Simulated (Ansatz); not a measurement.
The following input was run with Ansatz 0.2.0.

```yaml
crystal:
  lattice:
    - [3.5038922592, 0.0, 0.0]
    - [-1.7519461296, 3.0344597086, 0.0]
    - [0.0, 0.0, 47.1356669931]
  atoms:
    - { symbol: Te, position: [0.3333333333, 0.6666666667, 0.3878998201] }
    - { symbol: Mo, position: [0.6666666667, 0.3333333333, 0.4264472406] }
    - { symbol: Te, position: [0.3333333333, 0.6666666667, 0.464994661] }
    - { symbol: Te, position: [0.3333333333, 0.6666666667, 0.535005339] }
    - { symbol: Mo, position: [0.0, 0.0, 0.5735527594] }
    - { symbol: Te, position: [0.3333333333, 0.6666666667, 0.6121001799] }
  periodic: [true, true, false]
basis:
  ecutwfc: 420
kpoints:
  mp_grid: { grid: [12, 12, 1] }
  band_path:
    path:
      - [0, 0, 0]
      - [0.5, 0, 0]
      - [0.3333333333333, 0.3333333333333, 0]
      - [0, 0, 0]
    npoints: 8
hamiltonian:
  xc: pbe
  dispersion: d3bj
scf:
  occupations: { method: gaussian, width: 0.02 }
output:
  forces: true
  stress: true
  eigenvalues: true
  write_density: true
  write_potential: true
  elf: true
  volumetric_format: npy
relax:
  adjacent_minimum: "off"
  f_tol: 0.01
  max_steps: 50
  constraints: [{ sites: [0, 3], fix: xy }]
```

Launched with
```bash
ansatz run input.yaml --threads 2 --pin off --max-ram 5120MiB --backend cpu --events-out ev --progress --plain --runs-dir out
```

Level of theory: Ansatz 0.2.0, DFT PBE+D3(BJ), scalar-relativistic, plane waves, PAW.

From the run's log, abridged (final results; tables in files aren't shown):

```
SCF converged after 6 iterations
Free energy (F): -37836.068249 eV
Harris-Foulkes:  -37836.068249 eV  (|F-HF|=1.71e-8)
Internal energy: -37836.068249 eV  (E = F + TS)
E sigma→0 (E₀):  -37836.068249 eV
Fermi energy:    -4.270669 eV
--- Per-component energies (eV) ---
  E_band       = -2720.275765
  E_kinetic    = 1609.050127
  E_local      = -515411.401191  (includes V_loc(G=0)·N_el)
  E_nonlocal   = -952.654291
  E_hartree    = 257360.829456
  E_xc         = -865.574102
  E_vxc        = -876.585835  (∫ρ·V_xc dr)
  E_paw        = -25053.927416  (= ΣΔE_a)
  E_vpaw       = -1810.394937  (= ΣTr[D̂ρ^β])
  E_aug_tail   = -0.000609  (compensation charges beyond the density's cutoff)
  E_ewald      = 245480.298661
  E_disp       = -2.688883  (pairwise vdW)
  E_smearing   =  0.000000  (= −TS)
--- Forces (eV/Å), atoms counted from 1 ---
  atom   1  Te     0.00000000     0.00000000     0.00463389
  atom   2  Mo     0.00000000     0.00000000    -0.00816202
  atom   3  Te     0.00000000     0.00000000     0.00352409
  atom   4  Te     0.00000000     0.00000000    -0.00333996
  atom   5  Mo     0.00000000     0.00000000     0.00763237
  atom   6  Te     0.00000000     0.00000000    -0.00428832
--- 2D stress c σ (N/m, compression-positive) ---
       -0.249479       0.000000       0.000000
        0.000000      -0.249479       0.000000
        0.000000       0.000000       0.000000
  P = ½ c Tr σ = -0.2495 N/m
--- Band table (eV; the first three rows and the last of 19) ---
  k-point 0: bands = ["-65.4835", "-65.4834", "-41.3719", "-41.3719", "-41.3719", "-41.3719", "-41.3604", "-41.3604", "-41.3604", "-41.3604", "-41.3009", "-41.3009", "-41.3007", "-41.3007", "-41.2902", "-41.2902", "-41.2900", "-41.2900", "-41.2784", "-41.2772", "-41.2697", "-41.2689", "-39.6580", "-39.6579", "-39.4900", "-39.4900", "-39.4900", "-39.4900", "-17.5773", "-17.5137", "-16.6707", "-16.5717", "-10.0940", "-9.7333", "-7.1315", "-6.4300", "-6.4300", "-6.4249", "-6.4249", "-6.3126", "-5.6546", "-5.6546", "-5.6479", "-5.6479", "-5.5367", "-5.1050", "-1.6768 (-1.6768°)", "-1.6768 (-1.6768°)", "-1.6080 (-1.6080°)", "-1.6080 (-1.6080°)", "-1.3950 (-1.3950°)", "-1.3950 (-1.3950°)", "-1.323 ...
  k-point 1: bands = ["-65.4828", "-65.4828", "-41.3713", "-41.3713", "-41.3702", "-41.3702", "-41.3614", "-41.3613", "-41.3589", "-41.3589", "-41.3015", "-41.3013", "-41.3012", "-41.3010", "-41.2922", "-41.2920", "-41.2903", "-41.2901", "-41.2778", "-41.2766", "-41.2689", "-41.2681", "-39.6532", "-39.6531", "-39.4998", "-39.4998", "-39.4918", "-39.4918", "-17.4784", "-17.4146", "-16.6002", "-16.5024", "-9.9861", "-9.6246", "-7.2179", "-6.6504", "-6.6449", "-6.5572", "-6.3484", "-6.3425", "-5.7855", "-5.7776", "-5.7056", "-5.5449", "-5.4890", "-5.0847", "-2.1159", "-2.0242", "-1.9820", "-1.8393 (-1.8393°)", "-1.6501 (-1.6501°)", "-1.5651 (-1.5651°)", "-1.5621 (-1.5621°)", "-1.5028 (-1.5028°) ...
  k-point 2: bands = ["-65.4810", "-65.4810", "-41.3701", "-41.3700", "-41.3657", "-41.3656", "-41.3640", "-41.3640", "-41.3548", "-41.3548", "-41.3031", "-41.3029", "-41.3022", "-41.3019", "-41.2974", "-41.2972", "-41.2907", "-41.2905", "-41.2760", "-41.2749", "-41.2667", "-41.2659", "-39.6401", "-39.6401", "-39.5264", "-39.5264", "-39.4968", "-39.4968", "-17.1906", "-17.1263", "-16.3951", "-16.3009", "-9.6860", "-9.3261", "-7.4688", "-7.2425", "-7.2245", "-7.0532", "-6.1207", "-6.1100", "-6.1042", "-6.0960", "-5.8948", "-5.5770", "-5.5194", "-5.1819", "-2.9594", "-2.7528", "-2.6268", "-2.4558", "-2.1128", "-2.0404", "-1.4327 (-1.4327°)", "-1.3514 (-1.3514°)", "-0.1073", "-0.0650"]
  k-point 18: bands = ["-65.4725", "-65.4725", "-41.3752", "-41.3752", "-41.3536", "-41.3535", "-41.3483", "-41.3482", "-41.3470", "-41.3470", "-41.3211", "-41.3211", "-41.3102", "-41.3102", "-41.2963", "-41.2962", "-41.2958", "-41.2958", "-41.2708", "-41.2696", "-41.2566", "-41.2557", "-39.6075", "-39.6075", "-39.5788", "-39.5787", "-39.5655", "-39.5655", "-15.1740", "-15.1089", "-14.9833", "-14.9185", "-9.4296", "-9.4295", "-9.2780", "-9.2780", "-8.7075", "-8.7075", "-7.9750", "-7.8738", "-7.8737", "-7.6334", "-6.8242", "-6.4197", "-4.8326", "-4.8326", "-3.6434", "-3.6434", "-3.0383", "-3.0382", "-2.3659", "-2.0987", "-0.8459", "-0.4267", "-0.0378", "-0.0378"]
  ° read free of the cell's end (the report's vacuum.weakly_bound_levels)
--- Relaxed structure (5 steps of the walk, 5 accepted, 0 SCFs on fresh bases) ---
  F+E_penalty+E_count = -37836.06824936 eV   max|allowed force component| = 8.162e-3 eV/Å
  cell:  # Å, volume = 501.1662 Å³
    - [3.50389225, 0.0, 0.0]
    - [-1.75194612, 3.03445970, 0.0]
    - [0.0, 0.0, 47.1356669931]
  atoms:
    - { symbol: Te, position: [0.33333333, 0.66666666, 0.38092514] }
    - { symbol: Mo, position: [0.66666666, 0.33333333, 0.41945924] }
    - { symbol: Te, position: [0.33333333, 0.66666666, 0.45799607] }
    - { symbol: Te, position: [0.33333333, 0.66666666, 0.54200387] }
    - { symbol: Mo, position: [0.0, 0.0, 0.58054109] }
    - { symbol: Te, position: [0.33333333, 0.66666666, 0.61907455] }
```

The relaxation met its thresholds.

It took 3.7 min on 2 threads of Arm Neoverse V2 (shared host), peak memory 1 GiB.